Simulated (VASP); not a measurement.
# Co: single point with PBE

Co:

```
Co
1.0
     2.47200    0.00000    0.00000
    -1.23600    2.14081    0.00000
     0.00000    0.00000    4.02114
Co
2
Cartesian
  1.2360 0.7136 3.0159
  0.0000 1.4272 1.0053
```

```
Program                : VASP 6.6.1
Task                   : single point
Functional             : PBE
Potentials or basis    : VASP PAW PBE potentials, release 64 (Co)
Cutoff                 : 520 eV
k mesh                 : 12 × 12 × 7
Occupations            : fermi-dirac, width 0.05 eV
Spin                   : collinear spin, ferromagnetic start
Starting moments       : [2.0, 2.0] μB
Further INCAR settings : ALGO = Normal; EDIFF = 1e-07; NBANDS = 20
```

The pressure is 3.9 GPa and the band gap on the k mesh is none (metal or under the smearing width). The net moment is 3.19 μB per cell, the site moments are Co +1.61 μB and the valence electrons inside the program's atomic spheres are Co 8.31.

Stress tensor (GPa, compression positive):
```
4.78 0.00 0.00
0.00 4.78 0.00
0.00 0.00 2.00
```

Levels at points of the mesh, in eV from the Fermi level:
Spin up:
| k point | band 7 | band 8 | band 9 | band 10 | band 11 | band 12 | band 13 | band 14 | band 15 | band 16 |
| --- | --- | --- | --- | --- | --- | --- | --- | --- | --- | --- |
| (0.00, 0.00, 0.00) | -2.29 | -1.91 | -1.91 | -0.80 | -0.80 | -0.14 | 6.45 | 22.22 | 25.04 | 25.04 |
| (0.50, 0.00, 0.00) | -2.21 | -0.65 | -0.58 | -0.50 | 1.38 | 3.44 | 9.81 | 10.49 | 12.89 | 14.19 |
Spin down:
```
           k point  band 4  band 5  band 6  band 7  band 8  band 9  band 10  band 11
(0.00, 0.00, 0.00)   -0.98   -0.98   -0.61   -0.61   -0.20   -0.16    -0.16     1.07
(0.50, 0.00, 0.00)   -1.86   -1.12   -1.08   -0.65    1.22    1.33     1.39     2.60
```

It took 38 s on 1 thread of Intel(R) Xeon(R) Platinum 8488C (Sapphire Rapids), on a shared host, peak memory 0.16 GiB.
